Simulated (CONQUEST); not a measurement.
## C under changes of volume

One of the cells (5.672 Å³/atom); the others are scaled copies at fixed shape and fractional positions:

```
CELL_PARAMETERS angstrom
2.52207 0.00000 0.00000
0.00000 2.52207 0.00000
0.00000 0.00000 3.56674
ATOMIC_POSITIONS crystal
C 0.00000 0.50000 0.25000
C 0.50000 0.00000 0.75000
C 0.00000 0.00000 0.50000
C 0.50000 0.50000 0.00000
```

This isn't the form of C at room conditions, which is graphite.

```yaml
Program: CONQUEST 1.3
Functional: LDA
Potentials_or_basis: PseudoDojo NC LDA, DZP, grid of 24 × 24 × 36 points
k_mesh: 9 × 9 × 6
Occupations: fermi-dirac, width 0.05 eV
Spin: no spin polarisation
```

| volume (Å³/atom) | energy over the lowest point (meV/atom) | pressure (GPa) | gap on the mesh (eV) |
| --- | --- | --- | --- |
| 5.332 | ? | ? | ? |
| 5.445 | 5.75 | 13.3 | 4.37 |
| 5.558 | 0.00 | 3.3 | 4.31 |
| 5.672 | 0.85 | -5.5 | 4.25 |
| 5.785 | 8.02 | -14.4 | 4.20 |
| 5.899 | 20.91 | -22.0 | 4.15 |
| 6.012 | 38.95 | -28.7 | 4.09 |

What does the run at 5.332 Å³/atom give?

Energy over the lowest point 19.19 meV/atom; pressure 25.1 GPa; gap on the mesh 4.43 eV.

Worked out: A Birch-Murnaghan fit of order 3 (a polynomial in V^(-2/3)) to the other rows has its minimum at 5.60 Å³/atom with B0 = V·E''(V) = 456 GPa and B' = 3.1. It gives 18.80 meV/atom at 5.332 Å³/atom, against the run's 19.19, and -dE/dV = 23.9 GPa, against 25.1. A straight line through the other rows of the gap, of slope -2.78 eV per unit of ln V, extrapolates to 4.43 eV, against the run's 4.43.

Energies are extrapolated to zero smearing.

Caveats: an odd mesh through Γ misses points on the zone boundary, where band edges often lie; the basis of atomic orbitals isn't converged, which shifts pressures, moduli and gaps; the real-space grid breaks the cell's symmetry a little.
